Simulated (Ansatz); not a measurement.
HgSe2: balancing the decomposition

Computed with DFT PBE+D3(BJ), scalar-relativistic, plane waves, PAW in Ansatz. All cells share a 420 eV cutoff and Γ-centred k meshes spaced at most about 0.3 Å⁻¹ (about 0.25 or finer for metals, 2π included). No spin polarisation.

The zero of energy is the elements' standard structures at the same level; no fitted shifts are applied. The references include crystalline Hg.

All energies are static (0 K, no zero-point motion). These runs have no spin–orbit coupling, which can matter for Hg.

A trial structure of HgSe2 (reached from: two kinds of sheet stacked in turn; relaxed: space group P4/nmm (No. 129), a = 4.101 Å, c = 9.024 Å) has a formation energy of 0.268 eV/atom. At its composition the lowest mixture among the elements and 1 reference phase computed alike (others may be missing) consists of these:

```csv
phase,source,ΔE_f (eV/atom)
Se (solid),element,0.000
HgSe (F-43m),Materials Project,-0.171
```

Task: Write the balanced decomposition and find its energy per atom, per formula unit and per mole of formula units.

Result: Balancing Hg and Se gives HgSe2 → Se + HgSe. The left side holds 3 atoms, and the products take 1/3 (Se) and 2/3 (HgSe) of them. The mixture therefore lies at 1/3 × (0.000) + 2/3 × (-0.171) = -0.114 eV/atom. The reaction energy is -0.114 − (0.268) = -0.382 eV/atom. Times 3 atoms that is -1.146 eV per HgSe2, and times 96.485 it is -111 kJ per mole of HgSe2. Decomposition is downhill, so the trial structure is unstable against this mixture.
